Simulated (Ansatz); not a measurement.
**InP (F-43m): lattice vibrations**

```yaml
crystal:
  lattice:
    - [0.00000, 2.91366, 2.91366]
    - [2.91366, 0.00000, 2.91366]
    - [2.91366, 2.91366, 0.00000]
  atoms:
    - { symbol: In, position: [0.00000, 0.00000, 0.00000] }
    - { symbol: P, position: [0.75000, 0.75000, 0.75000] }
```

Conventional cell: a = 5.827 Å, b = 5.827 Å, c = 5.827 Å, α = 90.00°, β = 90.00°, γ = 90.00°. In (atom 1) is surrounded by 4 P at 2.52 Å. P (atom 2) is surrounded by 4 In at 2.52 Å.

Unless marked otherwise, the numbers come from LDA, all-electron LAPW in Ansatz 0.2.0, scalar-relativistic. k mesh 8×8×8, fixed occupations, basis error target 0.5 meV/atom. The cell was relaxed by PAW under this functional.

Atoms are displaced by 0.01 Å in the smallest supercells that hold the wave vectors of a 2×2×2 mesh. Negative values stand for unstable modes. The zone centre has no LO-TO term.

(1) What are the phonon energies at the solved wave vectors, in cm⁻¹?

(2) Is the structure dynamically stable at these wave vectors?

(3) How do the optical zone-centre modes decompose, and which are active?

(4) How well do frozen-core PAW files reproduce these all-electron values?

(5) The cell is scaled evenly to 47.986 and 50.955 Å³ (from 49.471), with free atoms relaxed and the shape held. What are the mode Grüneisen parameters γ = −d ln ω/d ln V?

(6) Linear response on PAW files adds the field. What are the dielectric tensor, the Born charges and the LO shift?

Answers

(1) 

```csv
q,point,modes (cm⁻¹)
0.000 0.000 0.000,Gamma,303.5 (×3)
0.500 0.000 0.000,L,"52.4 (×2), 164.3, 310.5 (×2), 331.3"
0.500 0.500 0.000,X,"65.5 (×2), 178.0, 319.8 (×2), 324.7"
```

(2) Yes, no mode is unstable there; wave vectors off this mesh aren't tested.

(3) Point group -43m: Γ_opt = T2.

| label | cm⁻¹ | activity | mostly |
| --- | --- | --- | --- |
| T2 | 303.5 | IR and Raman | P (79 %) |

(4) With a cutoff of 420 eV and displacements of 0.0025 Å, the r.m.s. difference over the modes is 0.1 cm⁻¹; the largest difference is 310.7 (PAW) against 310.5 cm⁻¹ (LAPW).

(5) For the highest mode, 345.2 cm⁻¹ in the small cell and 318.2 in the large one give γ ≈ 1.36. From the change of the dynamical matrix on each mode:

| point | cm⁻¹ | γ |
| --- | --- | --- |
| Gamma | 303.5 | 1.31 |
| L | 52.4 | -1.87 |
| L | 164.3 | 0.84 |
| L | 310.5 | 1.43 |
| L | 331.3 | 1.36 |
| X | 65.5 | -1.80 |
| X | 178.0 | 1.06 |
| X | 319.8 | 1.49 |
| X | 324.7 | 1.29 |

Weighted by the modes' heat capacities at 300 K, the mean on this mesh is 0.21; it moves with the q mesh, and a coarse one overweights the zone boundary. Rows under −0.05 (2 here) are modes that soften under compression and pull towards negative thermal expansion.

(6) ε∞ = (11.64, 11.64, 11.64) along x, y, z with local fields. Born charges (xx, yy, zz): In1 (2.46, 2.46, 2.46); P2 (-2.46, -2.46, -2.46). The highest zone-centre mode lies at 303.7 cm⁻¹ without the macroscopic field and at 336.9 cm⁻¹ with it, for q along x. Lyddane-Sachs-Teller then gives ε₀ = ε∞ (ω_LO/ω_TO)² = 14.32. With the ions free to follow the field, the program's ε₀ is (14.32, 14.32, 14.32).

Caveats: the frozen-core PAW files of the compared runs were fitted under PBE, their cores solved anew for this functional; field response not resolved by the mesh; semilocal gaps are low, and ε∞ tends to come out large.
